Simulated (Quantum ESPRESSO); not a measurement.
# GaN (F-43m) in Quantum ESPRESSO: notebook

The runs below take GaN through band structure, single point, equation of state, with vdW-DF.

Everything below comes from runs of Quantum ESPRESSO 7.5. Logs are shortened: lines on timing, memory, paths and dates and some standing lists are left out, and cuts for length are marked.

**What was measured.**

A printed reference work, textbook reports, for a bulk crystal of GaN at 0 K: band gap 3.299 eV (direct).

The results are compared with them further down.

### 1 The crystal as given

It takes space group F-43m (No. 216, cubic). The conventional cell has a = 4.507 Å, b = 4.507 Å, c = 4.507 Å, α = 90.00°, β = 90.00°, γ = 90.00°. Around Ga (site symmetry -43m) lie 4 N at 1.95 Å. N (site symmetry -43m) is surrounded by 4 Ga at 1.95 Å.

The cell is a database's computed one.

### 2 Band structure, vdW-DF

File pw.in:

```
&CONTROL
  calculation = 'scf'
  prefix = 'pwscf'
  outdir = './tmp'
  pseudo_dir = './pseudo'
  tprnfor = .true.
  tstress = .true.
  disk_io = 'low'
/
&SYSTEM
  ibrav = 0
  nat = 2
  ntyp = 2
  ecutwfc = 84
  nbnd = 15
  input_dft = 'vdw-df'
  occupations = 'smearing'
  smearing = 'fd'
  degauss = 0.00367493
/
&ELECTRONS
  conv_thr = 4d-10
  electron_maxstep = 120
  mixing_beta = 0.5
/
ATOMIC_SPECIES
Ga    69.7230 Ga.upf
N     14.0070 N.upf
CELL_PARAMETERS angstrom
   0.0000000000    2.2535006075    2.2535006075
   2.2535006075    0.0000000000    2.2535006075
   2.2535006075    2.2535006075    0.0000000000
ATOMIC_POSITIONS crystal
Ga     0.0000000000    0.0000000000    0.0000000000
N      0.2500000000    0.2500000000    0.2500000000
K_POINTS automatic
10 10 10 0 0 0
```

File bands.in:

```
&CONTROL
  calculation = 'bands'
  prefix = 'pwscf'
  outdir = './tmp'
  pseudo_dir = './pseudo'
  disk_io = 'low'
  verbosity = 'high'
/
&SYSTEM
  ibrav = 0
  nat = 2
  ntyp = 2
  ecutwfc = 84
  nbnd = 15
  input_dft = 'vdw-df'
  occupations = 'smearing'
  smearing = 'fd'
  degauss = 0.00367493
/
&ELECTRONS
  conv_thr = 1d-08
  electron_maxstep = 120
  mixing_beta = 0.5
  diago_full_acc = .true.
/
ATOMIC_SPECIES
Ga    69.7230 Ga.upf
N     14.0070 N.upf
CELL_PARAMETERS angstrom
   0.0000000000    2.2535006075    2.2535006075
   2.2535006075    0.0000000000    2.2535006075
   2.2535006075    2.2535006075    0.0000000000
ATOMIC_POSITIONS crystal
Ga     0.0000000000    0.0000000000    0.0000000000
N      0.2500000000    0.2500000000    0.2500000000
K_POINTS crystal
60
 0.0000000000  0.0000000000  0.0000000000 1
 0.0625000000  0.0000000000  0.0625000000 1
 0.1250000000  0.0000000000  0.1250000000 1
 0.1875000000  0.0000000000  0.1875000000 1
 0.2500000000  0.0000000000  0.2500000000 1
 0.3125000000  0.0000000000  0.3125000000 1
 0.3750000000  0.0000000000  0.3750000000 1
 0.4375000000  0.0000000000  0.4375000000 1
 0.5000000000  0.0000000000  0.5000000000 1
 0.5000000000  0.0625000000  0.5625000000 1
 0.5000000000  0.1250000000  0.6250000000 1
 0.5000000000  0.1875000000  0.6875000000 1
 0.5000000000  0.2500000000  0.7500000000 1
 0.4375000000  0.3125000000  0.7500000000 1
 0.3750000000  0.3750000000  0.7500000000 1
 0.3375000000  0.3375000000  0.6750000000 1
 0.3000000000  0.3000000000  0.6000000000 1
 0.2625000000  0.2625000000  0.5250000000 1
 0.2250000000  0.2250000000  0.4500000000 1
 0.1875000000  0.1875000000  0.3750000000 1
 0.1500000000  0.1500000000  0.3000000000 1
 0.1125000000  0.1125000000  0.2250000000 1
 0.0750000000  0.0750000000  0.1500000000 1
 0.0375000000  0.0375000000  0.0750000000 1
 0.0000000000  0.0000000000  0.0000000000 1
 0.0625000000  0.0625000000  0.0625000000 1
 0.1250000000  0.1250000000  0.1250000000 1
 0.1875000000  0.1875000000  0.1875000000 1
 0.2500000000  0.2500000000  0.2500000000 1
 0.3125000000  0.3125000000  0.3125000000 1
 0.3750000000  0.3750000000  0.3750000000 1
 0.4375000000  0.4375000000  0.4375000000 1
 0.5000000000  0.5000000000  0.5000000000 1
 0.5250000000  0.4500000000  0.5250000000 1
 0.5500000000  0.4000000000  0.5500000000 1
 0.5750000000  0.3500000000  0.5750000000 1
 0.6000000000  0.3000000000  0.6000000000 1
 0.6250000000  0.2500000000  0.6250000000 1
 0.5833333333  0.2500000000  0.6666666667 1
 0.5416666667  0.2500000000  0.7083333333 1
 0.5000000000  0.2500000000  0.7500000000 1
 0.5000000000  0.2857142857  0.7142857143 1
 0.5000000000  0.3214285714  0.6785714286 1
 0.5000000000  0.3571428571  0.6428571429 1
 0.5000000000  0.3928571429  0.6071428571 1
 0.5000000000  0.4285714286  0.5714285714 1
 0.5000000000  0.4642857143  0.5357142857 1
 0.5000000000  0.5000000000  0.5000000000 1
 0.4821428571  0.4821428571  0.5357142857 1
 0.4642857143  0.4642857143  0.5714285714 1
 0.4464285714  0.4464285714  0.6071428571 1
 0.4285714286  0.4285714286  0.6428571429 1
 0.4107142857  0.4107142857  0.6785714286 1
 0.3928571429  0.3928571429  0.7142857143 1
 0.3750000000  0.3750000000  0.7500000000 1
 0.6250000000  0.2500000000  0.6250000000 1
 0.5937500000  0.1875000000  0.5937500000 1
 0.5625000000  0.1250000000  0.5625000000 1
 0.5312500000  0.0625000000  0.5312500000 1
 0.5000000000  0.0000000000  0.5000000000 1
```

Potentials or basis: PseudoDojo 0.4.1 SR PBE standard.

Launch:

```sh
$ OMP_NUM_THREADS=1 pw.x -in pw.in > pw.out
$ OMP_NUM_THREADS=1 pw.x -in bands.in > bands.out
```

pw.out:

```text
This program is part of the open-source Quantum ESPRESSO suite
     for quantum simulation of materials; please cite
         "P. Giannozzi et al., J. Phys.:Condens. Matter 21 395502 (2009);
         "P. Giannozzi et al., J. Phys.:Condens. Matter 29 465901 (2017);
         "P. Giannozzi et al., J. Chem. Phys. 152 154105 (2020);
     in publications or presentations arising from this work. More details at

     IMPORTANT: XC functional enforced from input :
     Exchange-correlation= VDW-DF
                           (   1   4   4   0   1   0   0)
     Any further DFT definition will be discarded
     Please, verify this is what you really want

     Message from routine setup:
     using ibrav=0 with symmetry is DISCOURAGED, use correct ibrav instead

     G-vector sticks info
     --------------------
     sticks:   dense  smooth     PW     G-vecs:    dense   smooth      PW
     Sum         847     847    253                16145    16145    2733

     Using Slab Decomposition

     bravais-lattice index     =            0
     lattice parameter (alat)  =       6.0224  a.u.
     unit-cell volume          =     154.4542 (a.u.)^3
     number of atoms/cell      =            2
     number of atomic types    =            2
     number of electrons       =        18.00
     number of Kohn-Sham states=           15
     kinetic-energy cutoff     =      84.0000  Ry
     charge density cutoff     =     336.0000  Ry
     scf convergence threshold =      4.0E-10
     mixing beta               =       0.5000
     number of iterations used =            8  plain     mixing
     Exchange-correlation= VDW-DF
                           (   1   4   4   0   1   0   0)

     celldm(1)=   6.022427  celldm(2)=   0.000000  celldm(3)=   0.000000
     celldm(4)=   0.000000  celldm(5)=   0.000000  celldm(6)=   0.000000

     crystal axes: (cart. coord. in units of alat)
               a(1) = (   0.000000   0.707107   0.707107 )
               a(2) = (   0.707107   0.000000   0.707107 )
               a(3) = (   0.707107   0.707107   0.000000 )

     reciprocal axes: (cart. coord. in units 2 pi/alat)
               b(1) = ( -0.707107  0.707107  0.707107 )
               b(2) = (  0.707107 -0.707107  0.707107 )
               b(3) = (  0.707107  0.707107 -0.707107 )

     PseudoPot. # 1 for Ga read from file:
     Ga.upf
     Pseudo is Norm-conserving + core correction, Zval = 13.0
     Generated using ONCVPSP code by D. R. Hamann
     Using radial grid of 1902 points,  6 beta functions with:
                l(1) =   0
                l(2) =   0
                l(3) =   1
                l(4) =   1
                l(5) =   2
                l(6) =   2

     PseudoPot. # 2 for N  read from file:
     N.upf
     Pseudo is Norm-conserving + core correction, Zval =  5.0
     Generated using ONCVPSP code by D. R. Hamann
     Using radial grid of 1058 points,  4 beta functions with:
                l(1) =   0
                l(2) =   0
                l(3) =   1
                l(4) =   1

     atomic species   valence    mass     pseudopotential
     Ga               13.00    69.72300     Ga( 1.00)
     N                 5.00    14.00700     N ( 1.00)

     24 Sym. Ops. (no inversion) found

   Cartesian axes

     site n.     atom                  positions (alat units)
         1        Ga     tau(   1) = (   0.0000000   0.0000000   0.0000000  )
         2        N      tau(   2) = (   0.3535534   0.3535534   0.3535534  )

     number of k points=    47  Fermi-Dirac smearing, width (Ry)=  0.0037
                       cart. coord. in units 2pi/alat
        k(    1) = (   0.0000000   0.0000000   0.0000000), wk =   0.0020000
        k(    2) = (   0.0707107   0.0707107  -0.0707107), wk =   0.0160000
        k(    3) = (   0.1414214   0.1414214  -0.1414214), wk =   0.0160000
        k(    4) = (   0.2121320   0.2121320  -0.2121320), wk =   0.0160000
        k(    5) = (   0.2828427   0.2828427  -0.2828427), wk =   0.0160000
        k(    6) = (  -0.3535534  -0.3535534   0.3535534), wk =   0.0080000
[... 32 lines left out ...]
     %                                                                      %
     %  * Unscreened and range-separated hybrid vdW-DF-cx functionals       %
     %    DOI: 10.1063/1.4986522 and 10.1088/1361-648X/ac2ad2               %
     %    use with input_dft = 'vdW-DF-cx0'    and 'vdW-DF-ahcx'            %
     %  * Unscreened and range-separated hybrid vdW-DF2-b86r functionals    %
     %    DOI: 10.1063/1.4986522 and DOI: 10.1103/PhysRevX.12.041003        %
     %    use with input_dft = 'vdW-DF2-br0' and 'vdW-DF2-ahbr'             %
     %                                                                      %
     %%%%%%%%%%%%%%%%%%%%%%%%%%%%%%%%%%%%%%%%%%%%%%%%%%%%%%%%%%%%%%%%%%%%%%%%

     Starting wfcs are   13 randomized atomic wfcs +    2 random wfcs

     Self-consistent Calculation

     iteration #  1     ecut=    84.00 Ry     beta= 0.50
     Davidson diagonalization with overlap
     ethr =  1.00E-02,  avg # of iterations =  5.1

     total energy              =    -174.22651933 Ry
     estimated scf accuracy    <       0.59959756 Ry
[... 8 lines left out ...]
     iteration #  3     ecut=    84.00 Ry     beta= 0.50
     Davidson diagonalization with overlap
     ethr =  6.54E-04,  avg # of iterations =  1.8

     negative rho (up, down):  6.678E-07 0.000E+00

     total energy              =    -174.42420604 Ry
     estimated scf accuracy    <       0.00345332 Ry

     iteration #  4     ecut=    84.00 Ry     beta= 0.50
     Davidson diagonalization with overlap
     ethr =  1.92E-05,  avg # of iterations =  4.4
[... 46 lines left out ...]
     iteration # 11     ecut=    84.00 Ry     beta= 0.50
     Davidson diagonalization with overlap
     ethr =  2.91E-12,  avg # of iterations =  2.0

     End of self-consistent calculation

          k = 0.0000 0.0000 0.0000 (  1989 PWs)   bands (ev):

    -5.2680  -3.1247  -3.1247  -3.1247  -2.8292  -2.8292  10.5825  10.5825
    10.5825  12.4641  20.9928  20.9928  20.9928  28.5473  29.7118

          k = 0.0707 0.0707-0.0707 (  2004 PWs)   bands (ev):
[... 141 lines left out ...]
    -4.3845  -3.0178  -2.8772  -2.8645  -2.7799  -0.8562   4.7117   6.7238
     8.2714  15.4149  18.2453  22.1696  23.8335  24.1287  32.3633

          k =-0.7071 0.0000 0.0000 (  2044 PWs)   bands (ev):

    -4.3846  -3.0443  -2.8344  -2.8344  -2.7557  -0.9904   4.5111   7.9297
     7.9297  14.2315  17.3551  22.5360  24.5930  24.5930  32.4974

          k = 0.2828 0.1414 0.0000 (  2001 PWs)   bands (ev):

    -4.7470  -3.0507  -3.0364  -2.8993  -2.8121  -2.6579   7.2629   9.1439
     9.9156  15.2973  18.9597  21.1719  22.0000  24.7984  29.1960

          k = 0.3536 0.2121-0.0707 (  2005 PWs)   bands (ev):
[... 51 lines left out ...]
    -4.3908  -3.0085  -2.9274  -2.8461  -2.8072  -0.8492   4.8294   6.4357
     8.2699  16.6794  18.5496  21.1848  22.8307  25.3814  30.0455

          k =-0.7071 0.1414 0.0000 (  2014 PWs)   bands (ev):

    -4.3822  -3.0259  -2.8801  -2.8330  -2.7691  -0.8978   4.6295   7.5932
     7.6137  15.0356  17.8661  22.3996  23.4629  24.8922  33.0682

          k =-0.1414-0.4243 0.7071 (  1994 PWs)   bands (ev):
[... 6 lines left out ...]
    -4.3865  -2.9964  -2.9505  -2.8290  -2.8115  -0.8152   4.8410   6.7093
     7.7445  17.1459  18.6159  20.7469  22.5542  25.7794  29.9067

          k =-0.7071 0.2828 0.0000 (  2002 PWs)   bands (ev):

    -4.3782  -2.9916  -2.9478  -2.8252  -2.8005  -0.7510   4.8737   7.0783
     7.1235  16.6532  18.7479  21.4362  22.1197  25.6569  30.6680

     the Fermi energy is    11.6046 ev

!    total energy              =    -174.42456350 Ry
     estimated scf accuracy    <          8.2E-11 Ry
     smearing contrib. (-TS)   =      -0.00000000 Ry
     internal energy E=F+TS    =    -174.42456350 Ry

     The total energy is F=E-TS. E is the sum of the following terms:
     one-electron contribution =     -52.71168171 Ry
     hartree contribution      =      43.78707091 Ry
     xc contribution           =     -48.82563558 Ry
     ewald contribution        =    -116.67431711 Ry

     convergence has been achieved in  11 iterations

     Forces acting on atoms (cartesian axes, Ry/au):

     atom    1 type  1   force =     0.00000000    0.00000000    0.00000000
     atom    2 type  2   force =     0.00000000    0.00000000    0.00000000

     Total force =     0.000000     Total SCF correction =     0.000000

     Computing stress (Cartesian axis) and pressure

          total   stress  (Ry/bohr**3)                   (kbar)     P=       97.40
   0.00066209  -0.00000000  -0.00000000           97.40       -0.00       -0.00
  -0.00000000   0.00066209   0.00000000           -0.00       97.40        0.00
  -0.00000000   0.00000000   0.00066209           -0.00        0.00       97.40

=------------------------------------------------------------------------------=
   JOB DONE.
=------------------------------------------------------------------------------=
```

It took 3.6 min on 1 thread of AMD EPYC 7B13 (Zen 3), shared host; peak memory 0.1 GiB.

Results:

```
Free energy             : -2373.1671 eV
Pressure                : 9.7 GPa
Band gap on the k mesh  : 1.88 eV, direct
Band gap along the path : 1.88 eV, direct
```

Levels at the corners of the path, in eV from the valence-band top:
```tsv
point	band 5	band 6	band 7	band 8	band 9	band 10	band 11	band 12	band 13	band 14
Γ	-13.41	-13.41	0.00	0.00	0.00	1.88	10.41	10.41	10.41	17.96
X	-13.34	-11.57	-6.07	-2.65	-2.65	3.65	6.77	11.95	14.01	14.01
W	-13.40	-11.31	-5.66	-3.60	-3.53	6.46	8.33	10.41	11.48	15.28
K	-13.37	-11.43	-5.82	-4.14	-2.13	5.26	7.89	11.30	12.92	13.78
Γ	-13.41	-13.41	0.00	0.00	0.00	1.88	10.41	10.41	10.41	17.96
L	-13.36	-12.04	-6.92	-0.95	-0.95	4.76	8.93	10.50	10.50	16.02
U	-13.37	-11.43	-5.82	-4.14	-2.13	5.26	7.89	11.30	12.92	13.78
W	-13.40	-11.31	-5.66	-3.60	-3.53	6.46	8.33	10.41	11.48	15.28
L	-13.36	-12.04	-6.92	-0.95	-0.95	4.76	8.93	10.50	10.50	16.02
K	-13.37	-11.43	-5.82	-4.14	-2.13	5.26	7.89	11.30	12.92	13.78
U	-13.37	-11.43	-5.82	-4.14	-2.13	5.26	7.89	11.30	12.92	13.78
X	-13.34	-11.57	-6.07	-2.65	-2.65	3.65	6.77	11.95	14.01	14.01
```

Caveat: the potentials were made for another functional, which shifts forces and pressure.

### 3 Single point, vdW-DF, 10.76 Å³/atom

pw.in: that of step 2 with these lines changed.

```diff
@@ -7,3 +7,3 @@
   tstress = .true.
-  disk_io = 'low'
+  disk_io = 'nowf'
 /
@@ -29,5 +29,5 @@
 CELL_PARAMETERS angstrom
-   0.0000000000    2.2535006075    2.2535006075
-   2.2535006075    0.0000000000    2.2535006075
-   2.2535006075    2.2535006075    0.0000000000
+   0.0000000000    2.2074978911    2.2074978911
+   2.2074978911    0.0000000000    2.2074978911
+   2.2074978911    2.2074978911    0.0000000000
 ATOMIC_POSITIONS crystal
```

Potentials or basis: PseudoDojo 0.4.1 SR PBE standard.

Launch:

```sh
$ OMP_NUM_THREADS=1 pw.x -in pw.in > pw.out
```

It took 1.8 min on 1 thread of AMD EPYC 7B13 (Zen 3), shared host; peak memory 0.09 GiB.

The run converged. Its results:

* Free energy: -2373.0260 eV
* Pressure: 23.9 GPa
* Band gap on the k mesh: 2.30 eV, direct

Caveat: the potentials were made for another functional, which shifts forces and pressure.

(Continued in part 2 of 2.)
